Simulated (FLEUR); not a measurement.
**Co under changes of volume**

One of the cells (10.640 Å³/atom); the others are scaled copies at fixed shape and fractional positions:

```
Co
1.0
     2.47200    0.00000    0.00000
    -1.23600    2.14081    0.00000
     0.00000    0.00000    4.02114
Co
2
Direct
  0.66667 0.33333 0.75000
  0.33333 0.66667 0.25000
```

* Program: FLEUR MaX-R8.1 (later development tree)
* Functional: LDA
* Potentials or basis: all-electron
* Basis: FLAPW
* Kmax: 4.69 1/bohr
* k mesh: 12 × 12 × 7
* Occupations: fermi-dirac, width 0.05 eV
* Spin: collinear spin, ferromagnetic start
* Starting moments: [2.0, 2.0] μB

```csv
volume (Å³/atom),energy over the lowest point (meV/atom),moment (μB per cell)
10.002,0.00,2.99
10.215,4.77,3.01
10.640,33.93,3.09
11.066,82.99,3.20
11.279,?,?
```

**Question.** What does the run at 11.279 Å³/atom give?

**Answer.** Energy over the lowest point 113.66 meV/atom; moment 3.24 μB per cell.

Worked out: A Birch-Murnaghan fit of order 2 (a polynomial in V^(-2/3)) to the other rows has its minimum at 9.95 Å³/atom, just outside them, with B0 = V·E''(V) = 255 GPa at fixed shape and positions, which overstates the stiffness. It gives 114.17 meV/atom at 11.279 Å³/atom, against the run's 113.66. A parabola through the other rows of the moment, of slope 0.35 μB per Å³/atom there, extrapolates to 3.27 μB, against the run's 3.24.

Energies are extrapolated to zero smearing.
